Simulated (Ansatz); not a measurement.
BaTiO3: strain energy, fitted

BaTiO3, Pm-3m, a = 3.970 Å. The structure is a Materials Project entry; whether it is the stable form wasn't checked. Ansatz: PBEsol, PAW, 420 eV, Γ-centred 8×8×8 mesh on 5 atoms, Gaussian smearing 0.02 eV; no spin polarisation. Series: strain along c alone, the other axes held, atoms fixed by symmetry; x is the strain in per cent. y is the free energy over the unstrained cell, V0 = 12.513 Å³/atom.

| x (%) | y (meV/atom) |
| --- | --- |
| -3.0 | ? |
| -2.0 | 5.29 |
| -1.0 | 1.24 |
| 0.0 | 0.00 |
| 1.0 | 1.18 |
| 2.0 | 4.61 |
| 3.0 | 10.09 |

Task: Fit y = c2 x² + c3 x³ to the other rows, turn c2 into a modulus, and predict the missing energy.

Result: Least squares on the rows shown. y = 1.239 x² − 0.03978 x³. In eV per unit strain² c2 is 12.39; this is C33 with relaxed ions (E = ½ C33 V0 ε²): 2 × 12.39 × 160.2 / (12.513) = 317 GPa. At x = -3.0 the fit asked for gives 12.23 meV/atom. The run gave 12.42 meV/atom, so the fit is 0.19 meV/atom too low, 1.5 % of the span of the series, against an rms of 0.02 meV/atom on the fitted rows. The row lies outside the fitted range. With a term in x⁴ added, a fit to the same known rows predicts 12.40 meV/atom, so most of the miss is curvature that the known rows already hold.

Symmetry holds off the tilts and polar distortions that many cubic perovskites undergo.